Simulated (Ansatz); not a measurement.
**Property card for HfO2**

All numbers below come from DFT PBE, scalar-relativistic, plane waves, PAW in Ansatz 0.2.0.

Plane waves to 420 eV, a k mesh through Γ of 4×6×6 on the computed 12-atom cell and Gaussian smearing (0.02 eV); no spin polarisation.

The structure is relaxed at this level of theory with its symmetry kept. This form isn't the usual stable structure of the compound.

```
Hf O
1.0
     5.29380    0.00000    0.00000
     0.00000    5.06923    0.00000
     0.00000    0.00000    5.10096
Hf O
4 8
Direct
  0.03262 0.26629 0.23999
  0.46738 0.26629 0.73999
  0.53262 0.73371 0.23999
  0.96738 0.73371 0.73999
  0.36539 0.06760 0.38315
  0.13461 0.06760 0.88315
  0.72918 0.46281 0.48986
  0.77082 0.46281 0.98986
  0.27082 0.53719 0.98986
  0.22918 0.53719 0.48986
  0.86539 0.93240 0.38315
  0.63461 0.93240 0.88315
```

**Question.** Formation energy from the elements' standard states (uncorrected)?

**Answer.** -3.434 eV/atom.

**Question.** Kohn–Sham band gap?

**Answer.** 4.36 eV, indirect from Γ to (0.271, -0.500, 0.359).

**Question.** Löwdin character of the top 1 eV of the valence band?

**Answer.** O 2p 93 %.

**Question.** Löwdin character of the lowest 1 eV of the conduction band?

**Answer.** Hf 5d 85 %, O 2p 10 %.

**Question.** Electron masses at the edge by Cartesian direction of the standard setting (m_e; degenerate bands sorted by energy; no spin-orbit coupling)?

**Answer.** x: 1.8; y: 6.0; z: 1.4.

**Question.** Hole masses at the edge by Cartesian direction of the standard setting (m_e; degenerate bands sorted by energy; no spin-orbit coupling)?

**Answer.** x: 1.1; y: 13; z: 2.0.

Spin-orbit coupling is left out, which matters for the bands of heavy elements.